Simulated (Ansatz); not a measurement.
Isolated molecules relaxed with PBE0-D4/def2-TZVP in Ansatz; ΔE leaves out vibrations. CCSD(T)/CBS is the MP2 limit (def2-TZVPP, def2-QZVPP) plus CCSD(T) − MP2 in def2-TZVPP, frozen cores. Functionals use def2-TZVPP. B3LYP here is the variant with VWN-RPA as its local correlation; programs differ in this. One conformer a species, not always the lowest.

Reaction (ligand exchange at the Si–N bond): `CBN([SiH3])[SiH3]` + `CC(=O)O` → `CC(=O)O[SiH3]` + `CBN[SiH3]`

`CBN([SiH3])[SiH3]`:

```xyz
15

C     1.827   -1.328    0.220
B     0.415   -0.819    0.652
N    -0.354    0.197    0.026
Si   -1.892    0.517    0.809
Si    0.055    1.130   -1.394
H     2.269   -0.844   -0.652
H     2.521   -1.222    1.062
H     1.779   -2.406    0.027
H    -0.094   -1.331    1.624
H    -2.770   -0.677    0.763
H    -2.544    1.630    0.065
H    -1.691    0.930    2.219
H     1.332    0.664   -1.982
H     0.175    2.568   -1.037
H    -1.027    0.992   -2.403
```

`CC(=O)O`:

Cartesian coordinates in Å:
```
C -0.604 -0.744 0.065
C 0.210 0.502 0.210
O 0.118 1.305 1.097
O 1.093 0.637 -0.797
H -1.143 -0.724 -0.884
H 0.054 -1.615 0.047
H -1.304 -0.821 0.893
H 1.575 1.459 -0.631
```

`CC(=O)O[SiH3]`:

Z-matrix (Å, degrees):
```
C
C 1 1.494
H 1 1.092 2 109.5
H 1 1.092 2 109.6 3 -117.3
H 1 1.087 2 110.0 3 121.3
O 2 1.204 1 125.6 3 -120.8
O 2 1.342 1 113.0 3 59.2
Si 7 1.694 2 116.2 1 -180.0
H 8 1.481 7 102.6 2 -179.9
H 8 1.479 7 110.7 2 62.3
H 8 1.479 7 110.7 2 -62.2
```

`CBN[SiH3]`:

```xyz
12

C    -1.356   -0.477    0.861
B     0.193   -0.466    1.098
N     1.100    0.021    0.139
Si    0.724    0.680   -1.431
H    -1.736   -1.501    0.940
H    -1.692   -0.071   -0.098
H    -1.860    0.084    1.656
H     0.646   -0.885    2.131
H     2.079   -0.013    0.381
H     0.030   -0.315   -2.288
H     2.012    1.058   -2.066
H    -0.140    1.884   -1.323
```

**Question.** Is it downhill or uphill in electronic energy at CCSD(T)/CBS, and by how much? (Estimate.)

**Answer.** Computed: Downhill: ΔE = -0.44 eV.

**Question.** What do these levels give: B3LYP-D4, PBE, PBE0, LC-ωPBE, MP2/def2-TZVPP, CCSD/def2-TZVPP? (Best estimate.)

**Answer.** Computed: B3LYP-D4 -0.45, PBE -0.42, PBE0 -0.42, LC-ωPBE -0.44, MP2/def2-TZVPP -0.43, CCSD/def2-TZVPP -0.45 eV.

Largest T1 diagnostic among the species: 0.015.

The D4 term adds +0.06 eV with B3LYP and +0.03 eV with PBE0; it sums over pairs of atoms, weighted by their polarisabilities, and B3LYP, whose exchange is more repulsive, gets the larger term. In def2-TZVPP, CCSD(T) changes the Hartree–Fock value by +0.13 eV (the triples alone add +0.02 eV) and MP2 by +0.14 eV.
